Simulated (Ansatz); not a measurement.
# Anharmonic phonons and stability of RbBr (Fm-3m)

Wanted: self-consistent phonon frequencies, thermal pressure and a stability verdict for RbBr.

Main program and level: Ansatz 0.2.0; DFT PBE, scalar-relativistic, plane waves, PAW; PAW set soft_1.

The database entry behind the starting cell differs from later determinations by our own check (about 0.5 % short), so it need not match the best structure at ambient conditions.

## 1. The structure

Symmetry: Fm-3m, No. 225, cubic system. The conventional cell has a = 6.854 Å, b = 6.854 Å, c = 6.854 Å, α = 90.00°, β = 90.00°, γ = 90.00°. Nearest to Rb lie 6 Br at 3.43 Å. Nearest to Br lie 6 Rb at 3.43 Å. Farther neighbours and most contacts between anions are not listed.

Structure file:

```cif
data_structure
_symmetry_space_group_name_H-M 'P 1'
_symmetry_Int_Tables_number 1
_cell_length_a 4.8465
_cell_length_b 4.8465
_cell_length_c 4.8465
_cell_angle_alpha 60.000
_cell_angle_beta 60.000
_cell_angle_gamma 60.000
_cell_volume 80.50
loop_
_atom_site_label
_atom_site_type_symbol
_atom_site_fract_x
_atom_site_fract_y
_atom_site_fract_z
_atom_site_occupancy
Rb1 Rb 0.00000 0.00000 0.00000 1
Br2 Br 0.50000 0.50000 0.50000 1
```

## 2. Probe on a coarse mesh

Before spending time, one coarse run tells the gap and the pressure of the starting cell.

input.yaml

```yaml
crystal:
  lattice:
    - [0.0, 3.427, 3.427]
    - [3.427, 0.0, 3.427]
    - [3.427, 3.427, 0.0]
  atoms:
    - { symbol: Rb, position: [0.0, 0.0, 0.0] }
    - { symbol: Br, position: [0.5, 0.5, 0.5] }
kpoints:
  mp_grid: { grid: [4, 4, 4] }
hamiltonian:
  xc: pbe
  pseudopotentials: { kind: paw, azcp: { folder: soft_1 } }
scf:
  occupations: { method: gaussian, width: 0.1 }
  lower_state_search: "off"
output:
  forces: true
  stress: true
  eigenvalues: true
```

Launch:

```sh
$ ansatz run input.yaml --threads 8 --pin off --max-ram 16384MiB --backend cpu --events-out ev --progress --plain --runs-dir out
```

Numbers of over 12 decimals in the logs are rounded to 6 here.

The log of the run:

```text
Engine: ansatz 0.2.0, aarch64-unknown-linux-gnu
Pseudopotentials: kind: paw
Pseudopotential: Rb, paw, valence charge 9, recommended cutoff 420 eV (normal), soft_1/Rb.paw.azcp
Pseudopotential: Br, paw, valence charge 7, recommended cutoff 420 eV (normal), soft_1/Br.paw.azcp
Functional definition: PBE
  parameter kappa = 0.804
  parameter beta = 0.066725
  exchange = pbe_x(kappa = kappa, mu = beta*pi^2/3)
  correlation = pbe_c(beta = beta)
Crystal: 2 atoms, lattice volume = 80.496 Å³
Basis set: ecut = 420 eV, 1591 PW (Γ), exchange–correlation on 72×72×72 points (8 copies of the dense FFT grid, shifted against one another)
Bands: 12, of which v1, the nominal top of the filled ones, is band 8 counted from 1 (7 counted from 0)
Symmetry: 48 space group operations
Space group: Fm-3m (ITA 225), of the structure as read, at distance tolerance 4.3e-5 Å
k-points: 8 of 64
Non-local potential: Rb, projectors of the file, l = 0: 3, l = 1: 2, l = 2: 2
Non-local potential: Br, projectors of the file, l = 0: 2, l = 1: 2, l = 2: 2
PAW form: soft (Blöchl's): semilocal exchange-correlation on the pseudo side does not see the compensation charge
PAW one-centre angular grid: Rb, 110 points (default); XC on 64 Gauss nodes
PAW one-centre angular grid: Br, 110 points (default); XC on 64 Gauss nodes
Initial density: superposition of atomic densities (chi_scale 0.1, normalization cell, long waves kept (reshape's long-wave potential 0.00 eV rms))
Initial wavefunctions: pseudopotential atomic-orbital guess
Functional: x = pbe(κ = 0.804, μ = 0.219515), c = pbe(β = 0.066725)
SCF iter   1: F=—  HF=-6054.613129 eV  |F-HF|=—  |Δ(HF+E_count)|=         —  Δρ=2.88e-2  dr2=1.30e0  ethr=3.10e-3  ⟨swp⟩=7.0  Hψ=623  notcnv=0
preconditioner: auto → none  [insulator: Δε(μ)=3.323 eV  Ē_g=13.280 eV  σ=0.100 eV  W_gap=1.00  n_scr=14 (ndim 8)  ℏωp=15.5 eV  f_vac=0.000  D(μ)=0.00/eV (n_scr^D=0)  ε∞_Penn≈2.4]
SCF iter   2: F=—  HF=-6054.080742 eV  |F-HF|=—  |Δ(HF+E_count)|=   5.32e-1  Δρ=7.32e-3  dr2=6.92e-2  ethr=3.10e-3  ⟨swp⟩=3.0  Hψ=284  notcnv=0
SCF iter   3: F=—  HF=-6054.077517 eV  |F-HF|=—  |Δ(HF+E_count)|=   3.23e-3  Δρ=3.36e-3  dr2=9.70e-3  ethr=4.32e-4  ⟨swp⟩=2.0  Hψ=152  notcnv=0
SCF iter   4: F=—  HF=-6054.083434 eV  |F-HF|=—  |Δ(HF+E_count)|=   5.92e-3  Δρ=9.78e-4  dr2=1.18e-3  ethr=6.06e-5  ⟨swp⟩=2.1  Hψ=149  notcnv=0
SCF iter   5: F=—  HF=-6054.084292 eV  |F-HF|=—  |Δ(HF+E_count)|=   8.57e-4  Δρ=1.24e-4  dr2=1.82e-5  ethr=7.40e-6  ⟨swp⟩=2.2  Hψ=157  notcnv=0
SCF iter   6: F=—  HF=-6054.084342 eV  |F-HF|=—  |Δ(HF+E_count)|=   4.99e-5  Δρ=1.22e-5  dr2=1.67e-7  ethr=1.14e-7  ⟨swp⟩=2.0  Hψ=158  notcnv=0
SCF iter   7: F=-6054.084342 eV  HF=-6054.084342 eV  |F-HF|=1.33e-9  |Δ(HF+E_count)|=   1.10e-8  Δρ=1.20e-6  dr2=1.34e-9  ethr=6.25e-10  ⟨swp⟩=7.5  Hψ=579  notcnv=0
SCF 1 converged in 7 iterations: F = -6054.084342 eV  dr2 = 1.34e-9
  greatest PAW one-centre occupation: 0.973 electrons in one spin orbital (limit 2), on the Rb atom at site 0 (counted from 0), in its partial waves of l = 0
SCF converged after 7 iterations
Free energy (F): -6054.084342 eV
Harris-Foulkes:  -6054.084342 eV  (|F-HF|=1.33e-9)
Internal energy: -6054.084342 eV  (E = F + TS)
E sigma→0 (E₀):  -6054.084342 eV
Fermi energy:    3.429609 eV
--- Per-component energies (eV) ---
  E_band       = -106.745132
  E_kinetic    = 314.000878
  E_local      = -782.297372  (includes V_loc(G=0)·N_el)
  E_nonlocal   = 238.888604
  E_hartree    = 203.878173
  E_xc         = -322.289361
  E_vxc        = -239.748378  (∫ρ·V_xc dr)
  E_paw        = -4935.925797  (= ΣΔE_a)
  E_vpaw       = -45.345257  (= ΣTr[D̂ρ^β])
  E_aug_tail   = -0.000018  (compensation charges beyond the density's cutoff)
  E_ewald      = -770.339449
  E_smearing   = -0.000000  (= −TS)
  E_closure    = 0.000000  (closes the sum)
  Σ components = -6054.084342   (vs F -6054.084342, Δ=0.00e0)
--- Forces (eV/Å), atoms counted from 1 ---
  atom   1  Rb    -0.00000000     0.00000000    -0.00000000
  atom   2  Br     0.00000000    -0.00000000    -0.00000000
  max |Σ_I F_I| component: 3.75e-30 eV/Å
--- Stress (GPa, compression-positive) ---
        1.004093      -0.000000       0.000000
       -0.000000       1.004093      -0.000000
       -0.000000       0.000000       1.004093
  P = ⅓ Tr σ = 1.0041 GPa (10.041 kbar)
--- Band table (eV; the first three rows and the last of 8) ---
  k-point 0: bands = [... 4 lower, -7.2439, 1.2462, 1.2462, 1.2462, 5.6105, 8.5286, 8.5286, 8.5286]
  k-point 1: bands = [... 4 lower, -7.2198, 0.6863, 1.0615, 1.0615, 6.8793, 8.3957, 9.2494, 9.2494]
  k-point 2: bands = [... 4 lower, -7.1960, 0.2589, 0.8921, 0.8921, 8.0609, 8.9660, 10.7362, 10.7362]
  k-point 7: bands = [... 4 lower, -7.2253, 0.7544, 0.8994, 0.8994, 8.3290, 8.3290, 9.5121, 9.8656]
```

Run time: 0.29 s. Hardware: 8 threads of Arm Neoverse V1, shared host; peak memory 0.32 GiB.

A gap read on the k-mesh alone can miss the band edges.

This step gave:

```
pressure          : 1.004 GPa
gap on the k-mesh : 4.364 eV
volume per atom   : 40.25 Å³/atom
```

The start is under 1.0 GPa at this level and looks like an insulator or semiconductor on this mesh.

## 3. Finding the static equilibrium

Phonons are second derivatives about a minimum, so cell and atoms are relaxed first, inside the symmetry of the start.

input.yaml, the sections that differ from step 2:

```yaml
kpoints:
  mp_grid: { grid: [6, 6, 6] }
scf:
  occupations: { method: gaussian, width: 0.02 }
  lower_state_search: "off"
output:
  forces: true
  stress: true
  eigenvalues: true
  write_density: true
  write_potential: true
  elf: true
  volumetric_format: npy
relax:
  adjacent_minimum: "off"
  f_tol: 0.005
  max_steps: 80
  cell: { stress_tol: 0.05 }
# crystal, hamiltonian: as in step 2
```

The log of the run:

```text
[...]
Crystal: 2 atoms, lattice volume = 80.496 Å³
Basis set: ecut = 420 eV, 1591 PW (Γ), exchange–correlation on 72×72×72 points (8 copies of the dense FFT grid, shifted against one another)
Bands: 12, of which v1, the nominal top of the filled ones, is band 8 counted from 1 (7 counted from 0)
Symmetry: 48 space group operations
[...]
k-points: 16 of 216
[...]
SCF iter   1: F=—  HF=-6054.613791 eV  |F-HF|=—  |Δ(HF+E_count)|=         —  Δρ=2.89e-2  dr2=1.31e0  ethr=3.10e-3  ⟨swp⟩=7.9  Hψ=1340  notcnv=0
[...]
SCF iter   7: F=-6054.084585 eV  HF=-6054.084585 eV  |F-HF|=4.76e-10  |Δ(HF+E_count)|=   4.51e-8  Δρ=1.29e-6  dr2=1.62e-9  ethr=6.25e-10  ⟨swp⟩=11.6  Hψ=1576  notcnv=0
SCF 1 converged in 7 iterations: F = -6054.084585 eV  dr2 = 1.62e-9
[...]
relax step   1: F+E_penalty+E_count = -6054.08458497 eV  Δ(F+E_penalty+E_count) = +0.000e0 eV  max|allowed force component| = 1.201e-29 eV/Å  Δτ_max = 0.0000 Å  P = +1.002 GPa  Ω = 80.496 Å³  (7 SCF iters, dr2 threshold 1.00e-7 eV, accepted)
Crystal: 2 atoms, lattice volume = 83.081 Å³
Basis set: ecut = 420 eV, 1639 PW (Γ), exchange–correlation on 72×72×72 points (8 copies of the dense FFT grid, shifted against one another)
[...]
iter 1 solved again at ethr=4.51e-6 eV; its pass at ethr=3.10e-3 eV (dr2=7.22e-4 eV) is discarded
[...]
SCF iter   5: F=-6054.096655 eV  HF=-6054.096655 eV  |F-HF|=2.86e-8  |Δ(HF+E_count)|=   3.01e-7  Δρ=3.54e-6  dr2=1.07e-8  ethr=1.25e-9  ⟨swp⟩=10.8  Hψ=1555  notcnv=0
SCF 2 converged in 5 iterations: F = -6054.096655 eV  dr2 = 1.07e-8
relax step   2: F+E_penalty+E_count = -6054.09665488 eV  Δ(F+E_penalty+E_count) = -1.207e-2 eV  max|allowed force component| = 1.381e-30 eV/Å  Δτ_max = 0.0000 Å  P = +0.514 GPa  Ω = 83.081 Å³  energy of the carried Pulay correction = -4.067e-5 eV  (5 SCF iters, dr2 threshold 2.00e-7 eV, accepted)
Crystal: 2 atoms, lattice volume = 85.983 Å³
Basis set: ecut = 420 eV, 1687 PW (Γ), exchange–correlation on 72×72×72 points (8 copies of the dense FFT grid, shifted against one another)
[...]
SCF iter   5: F=-6054.101666 eV  HF=-6054.101666 eV  |F-HF|=3.81e-8  |Δ(HF+E_count)|=   4.43e-7  Δρ=3.93e-6  dr2=1.43e-8  ethr=1.25e-9  ⟨swp⟩=11.1  Hψ=1547  notcnv=0
SCF 3 converged in 5 iterations: F = -6054.101666 eV  dr2 = 1.43e-8
relax step   3: F+E_penalty+E_count = -6054.10166603 eV  Δ(F+E_penalty+E_count) = -5.011e-3 eV  max|allowed force component| = 2.988e-29 eV/Å  Δτ_max = 0.0000 Å  P = +0.059 GPa  Ω = 85.983 Å³  energy of the carried Pulay correction = -8.484e-5 eV  (5 SCF iters, dr2 threshold 2.00e-7 eV, accepted)
[...]
relax step   4: F+E_penalty+E_count = -6054.10173828 eV  Δ(F+E_penalty+E_count) = -7.225e-5 eV  max|allowed force component| = 5.292e-30 eV/Å  Δτ_max = 0.0000 Å  P = +0.004 GPa  Ω = 86.377 Å³  energy of the carried Pulay correction = -9.072e-5 eV  (4 SCF iters, dr2 threshold 8.81e-9 eV, accepted)
[...]
SCF iter   1: F=—  HF=-6054.101818 eV  |F-HF|=—  |Δ(HF+E_count)|=         —  Δρ=2.96e-5  dr2=7.51e-8  ethr=2.60e-6  ⟨swp⟩=3.5  Hψ=1859  notcnv=0
eigensolver tolerance schedule: the retry pair's looser diagonalisation over-reported the residual by 5541.20 of it (diagonalisation noise at an unbounded share of the residual, at the tolerance the schedule requests for it); recorded, not acted on — ethr = c·dr2/N_el stays at c = 1.0e-1
[...]
SCF iter   2: F=—  HF=-6054.101830 eV  |F-HF|=—  |Δ(HF+E_count)|=   1.25e-5  Δρ=1.52e-5  dr2=1.86e-8  ethr=4.69e-10  ⟨swp⟩=3.2  Hψ=420  notcnv=0
[...]
SCF iter   6: F=-6054.101833 eV  HF=-6054.101833 eV  |F-HF|=0.00e0  |Δ(HF+E_count)|=  4.55e-11  Δρ=1.54e-8  dr2=1.63e-13  ethr=1.00e-12  ⟨swp⟩=5.9  Hψ=816  notcnv=0
SCF 5 converged in 6 iterations: F = -6054.101833 eV  dr2 = 1.63e-13
relax step   5: F+E_penalty+E_count = -6054.10183332 eV  Δ(F+E_penalty+E_count) = -9.504e-5 eV  max|allowed force component| = 5.078e-30 eV/Å  Δτ_max = 0.0000 Å  P = +0.005 GPa  Ω = 86.377 Å³  stress off target by 5.00e-3 GPa  SCF on the basis re-selected at this cell (its energy is not comparable with the rows above)  (6 SCF iters)
basis re-selected at this cell: Δ(F+E_penalty+E_count) = -9.504e-5 eV, ΔP = +0.001 GPa vs the last step (what re-selecting the basis moved, of the pressure what is left beyond the Pulay correction that the steps carried, after the strain that the cell walked since its last selection, with what the two solves' SCF thresholds leave and, on support functions, any second-order correction that the steps lacked; it is no m [...]
SCF converged after 6 iterations
Free energy (F): -6054.101833 eV
[...]
Internal energy: -6054.101833 eV  (E = F + TS)
E sigma→0 (E₀):  -6054.101833 eV
Fermi energy:    2.884697 eV
[...]
--- Stress (GPa, compression-positive) ---
        0.004996      -0.000000      -0.000000
       -0.000000       0.004996       0.000000
       -0.000000       0.000000       0.004996
  P = ⅓ Tr σ = 0.0050 GPa (0.050 kbar)
--- Band table (eV; the first three rows and the last of 16) ---
  k-point 0: bands = [... 4 lower, -7.8491, 0.7891, 0.7891, 0.7891, 4.9802, 8.0435, 8.0435, 8.0435]
  k-point 1: bands = [... 4 lower, -7.8414, 0.5224, 0.7108, 0.7108, 5.5741, 7.8995, 8.3487, 8.3487]
  k-point 2: bands = [... 4 lower, -7.8263, 0.0960, 0.5632, 0.5632, 6.7914, 7.9630, 9.1956, 9.1956]
  k-point 15: bands = [... 4 lower, -7.8543, 0.3943, 0.4290, 0.5406, 7.0963, 8.3585, 8.5967, 9.4511]
--- Relaxed structure (4 steps of the walk, 4 accepted, 1 SCFs on fresh bases) ---
  F+E_penalty+E_count = -6054.10183332 eV   max|allowed force component| = 5.078e-30 eV/Å   (the final SCF, on the basis selected at the relaxed cell)
  cell:  # Å, volume = 86.3774 Å³
    - [0, 3.508515, 3.508515]
    - [3.508515, 0, 3.508515]
    - [3.508515, 3.508515, 0]
  atoms:
    - { symbol: Rb, position: [0, 0, 0] }
    - { symbol: Br, position: [0.5, 0.5, 0.5] }
```

It took 1.5 s on 8 threads; peak memory 0.38 GiB.

Relaxation path:

```tsv
step	energy less that of the first step (eV)	largest force component (eV/Å)	pressure (GPa)	volume (Å³)
1	0.0000	0.0000	1.00	80.50
2	-0.0121	0.0000	0.51	83.08
3	-0.0171	0.0000	0.06	85.98
4	-0.0172	0.0000	0.00	86.38
5*	-0.0172	0.0000	0.00	86.38
```

Relaxation steps marked * repeat the geometry before them on a plane-wave basis chosen anew for their cell, so energy and pressure can jump there.

Forces are held to the 48 operations that the run works with; a distortion that breaks them can't arise in this run.

```tsv
conventional cell, symmetrised	before	after	change
a (Å)	6.854	7.017	+2.4 %
b (Å)	6.854	7.017	+2.4 %
c (Å)	6.854	7.017	+2.4 %
volume (Å³/atom)	40.25	43.19	+7.3 %
```

Final coordinates:

```cif
data_structure
_symmetry_space_group_name_H-M 'P 1'
_symmetry_Int_Tables_number 1
_cell_length_a 4.9618
_cell_length_b 4.9618
_cell_length_c 4.9618
_cell_angle_alpha 60.000
_cell_angle_beta 60.000
_cell_angle_gamma 60.000
_cell_volume 86.38
loop_
_atom_site_label
_atom_site_type_symbol
_atom_site_fract_x
_atom_site_fract_y
_atom_site_fract_z
_atom_site_occupancy
Rb1 Rb 0.00000 0.00000 0.00000 1
Br2 Br 0.50000 0.50000 0.50000 1
```

Numbers from this step:

```
pressure          : 0.004996 GPa
gap on the k-mesh : 4.191 eV
volume per atom   : 43.19 Å³/atom
```

Valence density in the ac plane of the conventional cell at fractional y = 0.000, with atoms of Rb and Br within 0.2 Å of it. It is the smooth field of the valence electrons, not physical close to the nuclei.

Ten even steps from '_' (0.0 e/Å³) to '@' (2.0 e/Å³), each cell a mean:
```
%%@@++..____..--++--::++==::____..--%%@@
@@##--..______::==++++++--..______::++%%
--::..________..::----::..__________::--
..________________......______________..
________________________________________
________________________________________
::....__________....::..____________..::
++==::..______..--++**==::________..--==
==++==..______::##@@@@%%==..____..::++++
__==++::____..--@@%%**@@**::____..--++::
::++==::____..--%%@@%%@@++..____..--++--
++++--..______::++%%@@##--..______::==++
--::..__________::----::..________..::--
....______________....________________..
________________________________________
________________________________________
::..____________..::::....__________....
**==::________..--==++==::..______..--++
@@%%==..____..::++++==++==..______::##@@
**@@**::____..--++::__==++::____..--@@%%
```
Columns run along a (7.0 Å), rows up along c (7.0 Å), edges of the conventional cell, whose origin can differ from the input's. Atoms in or near the plane, at fractional coordinates: Rb at (0.00, 0.00), Rb at (0.50, 0.50), Br at (0.50, 0.00), Br at (0.00, 0.50).

Electrostatic potential energy in the ac plane of the conventional cell at fractional y = 0.000, with atoms of Rb and Br within 0.2 Å of it. With pseudopotentials it is smooth inside the atoms' cores, unlike the true potential.

Ten even steps from '0' (-96 eV) to '9' (7 eV), each cell a mean:
```
01799998533479999840
36899999755689999974
88999999988999999998
99999999999999999999
99999999999999999999
99999999999999999999
99999999999999999999
78999999876899999987
45899998610389999964
24799998300069999853
34799998400179999853
56899999743689999975
89999999988899999998
99999999999999999999
99999999999999999999
99999999999999999999
99999999999999999999
68999999877899999987
03899999644589999861
00699998532479999830
```
Columns run along a (7.0 Å; values clipped at the 3rd and 97th percentile), rows up along c (7.0 Å), edges of the conventional cell, whose origin can differ from the input's. Atoms in or near the plane, at fractional coordinates: Rb at (0.00, 0.00), Rb at (0.50, 0.50), Br at (0.50, 0.00), Br at (0.00, 0.50).

ELF in the ac plane of the conventional cell at fractional y = 0.000, with atoms of Rb and Br within 0.2 Å of it. It is the smooth field of the valence electrons, not physical close to the nuclei.

Values, 11 rows by 16 columns, each cell a mean:
```
0.57 0.82 0.69 0.13 0.26 0.76 0.85 0.56 0.45 0.79 0.83 0.48 0.08 0.47 0.83 0.66
0.67 0.57 0.27 0.03 0.16 0.57 0.76 0.82 0.83 0.79 0.67 0.31 0.04 0.15 0.48 0.65
0.16 0.12 0.08 0.03 0.03 0.12 0.20 0.24 0.25 0.22 0.15 0.05 0.02 0.05 0.11 0.15
0.75 0.70 0.57 0.25 0.03 0.08 0.31 0.48 0.50 0.40 0.17 0.02 0.11 0.47 0.66 0.74
0.63 0.83 0.81 0.46 0.07 0.41 0.81 0.77 0.71 0.82 0.63 0.11 0.24 0.74 0.86 0.72
0.14 0.69 0.85 0.51 0.09 0.54 0.83 0.45 0.27 0.76 0.75 0.16 0.28 0.79 0.83 0.30
0.79 0.85 0.78 0.42 0.06 0.33 0.75 0.81 0.81 0.81 0.53 0.08 0.22 0.70 0.84 0.81
0.60 0.55 0.42 0.16 0.02 0.04 0.17 0.29 0.31 0.22 0.08 0.02 0.08 0.34 0.51 0.59
0.18 0.13 0.05 0.01 0.05 0.21 0.35 0.42 0.43 0.39 0.28 0.11 0.02 0.03 0.09 0.16
0.79 0.72 0.42 0.06 0.19 0.65 0.82 0.85 0.84 0.84 0.74 0.38 0.05 0.23 0.65 0.78
0.38 0.77 0.73 0.16 0.27 0.78 0.84 0.41 0.25 0.72 0.84 0.50 0.09 0.52 0.84 0.55
```
Columns run along a (7.0 Å), rows up along c (7.0 Å), edges of the conventional cell, whose origin can differ from the input's. Atoms in or near the plane, at fractional coordinates: Rb at (0.00, 0.00), Rb at (0.50, 0.50), Br at (0.50, 0.00), Br at (0.00, 0.50).

The relaxation ends with a pressure of 0.00 GPa.

## 4. Relaxing to small residual forces and stress

The relaxation is repeated with tighter thresholds on force and stress, since phonons are sensitive to what is left; a change of mesh or smearing in the input moves the cell too.

input.yaml, the sections that differ from step 3:

```yaml
crystal:
  lattice:
    - [0.0, 3.5085153886, 3.5085153886]
    - [3.5085153886, 0.0, 3.5085153886]
    - [3.5085153886, 3.5085153886, 0.0]
  atoms:
    - { symbol: Rb, position: [0.0, 0.0, 0.0] }
    - { symbol: Br, position: [0.5, 0.5, 0.5] }
scf:
  occupations: { method: fixed }
  lower_state_search: "off"
output:
  forces: true
  stress: true
  eigenvalues: true
relax:
  adjacent_minimum: "off"
  f_tol: 0.001
  max_steps: 60
  cell: { stress_tol: 0.01 }
# kpoints, hamiltonian: as in step 3
```

The log of the run:

```text
[...]
Crystal: 2 atoms, lattice volume = 86.377 Å³
Basis set: ecut = 420 eV, 1687 PW (Γ), exchange–correlation on 72×72×72 points (8 copies of the dense FFT grid, shifted against one another)
Bands: 12, of which v1, the nominal top of the filled ones, is band 8 counted from 1 (7 counted from 0)
Symmetry: 48 space group operations
[...]
k-points: 16 of 216
[...]
k-point 15: bands = [... 4 lower, -7.8543, 0.3943, 0.4290, 0.5406, 7.0963, 8.3585, 8.5967, 9.4511]
--- Relaxed structure (1 steps of the walk, 1 accepted, 1 SCFs on fresh bases) ---
[...]
cell:  # Å, volume = 86.3774 Å³
    - [0.0, 3.5085153886, 3.5085153886]
    - [3.5085153886, 0.0, 3.5085153886]
    - [3.5085153886, 3.5085153886, 0.0]
  atoms:
    - { symbol: Rb, position: [0.0, 0.0, 0.0] }
    - { symbol: Br, position: [0.500000, 0.500000, 0.500000] }
[key lines of the parts left out:]
SCF converged after 7 iterations
Free energy (F): -6054.101833 eV
Fermi energy:    0.789068 eV
P = ⅓ Tr σ = 0.0050 GPa (0.050 kbar)
```

The job ended after 0.68 s (8 threads; peak memory 0.36 GiB).

Little changed from the start: no atom moved by 0.005 Å and no cell edge by 0.1 %.

The residual pressure is 0.0050 GPa, small enough for phonons.

## 5. An input with a fault

This input was changed on purpose, to see how the program answers.

input.yaml, the sections that differ from step 4:

```yaml
kpoints:
  mp_grid: { grid: [4, 4, 4] }
scf:
  occupations: { method: fixed }
  lower_state_search: "off"
  max_iter: 50
output:
  eigenvalues: true
phonons:
  supercell: [2, 2, 2]
  dielectric: false
  self_consistent: { temperatures: [-100] }
# crystal, hamiltonian: as in step 4
# relax: removed
```

The log of the run:

```text
Error: invalid value for `phonons.self_consistent.temperatures`: every temperature must be finite and ≥ 0; got -100 K
```

Elapsed: 0.03 s, on 8 threads; peak memory 0.032 GiB.

The program refused the input before any cycle.

The program's message: “Error: invalid value for `phonons.self_consistent.temperatures`: every temperature must be finite and ≥ 0; got -100 K”

The fault put into the input: a negative temperature.

(Part 1 of 2 ends here.)

[Logs are printed without paths, hosts, clocks, repeated set-up lines and the standing remarks that a program may print on its own settings, such as how far it seeks lower states.]

[Hosts, paths, dates, database ids (printed as entryN), source tags and the programs' standing remarks are cut or masked in the printed files.]

[A step with changed settings may run another functional than the one named; its input shows which.]
